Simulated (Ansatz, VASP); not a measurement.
# ZrB2 in VASP and in Ansatz

Contents of INCAR:

```
PREC = Accurate
ENCUT = 520
EDIFF = 1E-8
ISMEAR = -1
SIGMA = 0.05
LREAL = False
LASPH = True
NELM = 60
ALGO = Normal
ISIF = 2
LWAVE = False
LCHARG = False
GGA = PE
LEFG = True
NBANDS = 16
```

Contents of KPOINTS:

```
regular mesh
0
Gamma
  12 12 9
```

The input POSCAR:

```
ZrB2
1.0
    3.1003898632      0.0000000000      0.0000000000
   -1.5501949316      2.6850163832      0.0000000000
    0.0000000000      0.0000000000      3.4481431027
Zr B
1 2
Direct
    0.0000000000      0.0000000000      0.0000000000
    0.3333333333      0.6666666667      0.5000000000
    0.6666666667      0.3333333333      0.5000000000
```

Input for Ansatz:

```yaml
crystal:
  lattice:
    - [3.1003898632, 0.0, 0.0]
    - [-1.5501949316, 2.6850163832, 0.0]
    - [0.0, 0.0, 3.4481431027]
  atoms:
    - { symbol: Zr, position: [0.0, 0.0, 0.0] }
    - { symbol: B, position: [0.3333333333, 0.6666666667, 0.5] }
    - { symbol: B, position: [0.6666666667, 0.3333333333, 0.5] }
kpoints:
  mp_grid: { grid: [12, 12, 9] }
scf:
  occupations: { method: fermi_dirac, width: 0.05 }
hamiltonian:
  xc: pbe
  pseudopotentials: { kind: paw }
output:
  forces: true
  stress: true
  eigenvalues: true
  efg: { contact_densities: true }
  write_density: true
  write_potential: true
  elf: true
  volumetric_format: npy
```

Change from the starting cell: volume scaled by 0.94, PAW files.

Alike in both runs: task electric field gradients; functional PBE; k mesh 12 × 12 × 9; occupations fermi-dirac, width 0.05 eV; no spin polarisation.

|  | VASP | Ansatz |
| --- | --- | --- |
| version | VASP 6.6.1 | Ansatz 0.2.0 |
| potentials or method | VASP PAW PBE potentials, release 64 (Zr_sv, B) | PAW with Ansatz's default frozen-core files, scalar-relativistic |
| plane-wave cutoff (eV) | 520 | 420 |
| valence electrons in the cell | 18 | 18 |

Ansatz gave:

```
pressure (GPa)                                                 : 19.7
largest component of the traceless stress (GPa)                : 0.25
Vzz of the field gradient on the site that differs most (V/Å²) : 45.4
```

Task: Which values does VASP return?

Result: Pressure (GPa): 19.9; largest component of the traceless stress (GPa): 0.30; Vzz of the field gradient on the site that differs most (V/Å²): 41.8.

The functional is the same, so the differences come from potentials, cutoffs and numerics. Ansatz warned: «gradients_without_spin_orbit».

Caveats: so large a pressure means that the cell lies far from this level's equilibrium, or that cutoff or potentials fall short (VASP).
